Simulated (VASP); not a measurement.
GaAs in VASP 6.6.1, single-point calculation

INCAR

```
SIGMA = 0.02
ENCUT = 520
IBRION = -1
ISIF = 2
LASPH = .TRUE.
PREC = Low
GGA = PE
EDIFF = 1E-7
LWAVE = .FALSE.
NELM = 63
NBANDS = 16
LREAL = .FALSE.
NSW = 0
ISMEAR = -1
LCHARG = .FALSE.
```

KPOINTS

```
KPOINTS created by Atomic Simulation Environment
0
Gamma
8 8 8
0 0 0
```

POSCAR

```
Ga As
 1.0000000000000000
     0.0000000000000000    2.8330831925000002    2.9073099721000002
     2.8330831925000002    0.0000000000000000    2.9073099721000002
     2.8330831925000002    2.8330831925000002    0.0000000000000000
 Ga  As
   1   1
Cartesian
  0.0000000000000000  0.0000000000000000  0.0000000000000000
  1.4165415962500001  1.4165415962500001  1.4536549860500001
```

The recommended PBE PAW datasets give the neutral cell 18 valence electrons.

Command

```
mpirun -np 1 vasp_std
```

Question: Predict the outcome of this run.

Answer: It converged. Results: gap between bands v and c on the k mesh 0.22 eV; least direct gap on the k mesh 0.22 eV; pressure 1.3 GPa. Band v is the last that the valence electrons fill when counted band by band, and c is the next.

OSZICAR

```
N       E                     dE             d eps       ncg     rms          rms(c)
DAV:   1     0.828039497030E+02    0.82804E+02   -0.89708E+03  1928   0.153E+03
DAV:   2    -0.184390871340E+01   -0.84648E+02   -0.80845E+02  2152   0.303E+02
DAV:   3    -0.832066322296E+01   -0.64768E+01   -0.64570E+01  2320   0.655E+01
DAV:   4    -0.842048611060E+01   -0.99823E-01   -0.99811E-01  2336   0.911E+00
DAV:   5    -0.842193525650E+01   -0.14491E-02   -0.14491E-02  2400   0.999E-01    0.281E+00
DAV:   6    -0.828534010925E+01    0.13660E+00   -0.21160E-01  2912   0.767E+00    0.169E+00
DAV:   7    -0.826737973885E+01    0.17960E-01   -0.60025E-02  2336   0.172E+00    0.556E-01
DAV:   8    -0.826823802643E+01   -0.85829E-03   -0.99972E-03  2296   0.112E+00    0.998E-02
DAV:   9    -0.826863985793E+01   -0.40183E-03   -0.93225E-04  2408   0.367E-01    0.518E-02
DAV:  10    -0.826870686357E+01   -0.67006E-04   -0.69754E-05  2592   0.806E-02    0.281E-02
DAV:  11    -0.826875919446E+01   -0.52331E-04   -0.74530E-05  2168   0.635E-02    0.341E-03
DAV:  12    -0.826875951379E+01   -0.31933E-06   -0.11994E-06  2416   0.146E-02    0.147E-03
DAV:  13    -0.826875991491E+01   -0.40113E-06   -0.54922E-07  2352   0.529E-03    0.643E-04
DAV:  14    -0.826875990823E+01    0.66793E-08   -0.10025E-08  1816   0.106E-03
   1 F= -.82687599E+01 E0= -.82687572E+01  d E =-.543858E-05
```

For comparison, a separate PBE run of the intended cell, on usual settings and not on those above, gives a gap of 0.22 eV on its mesh and a pressure of 1.1 GPa.
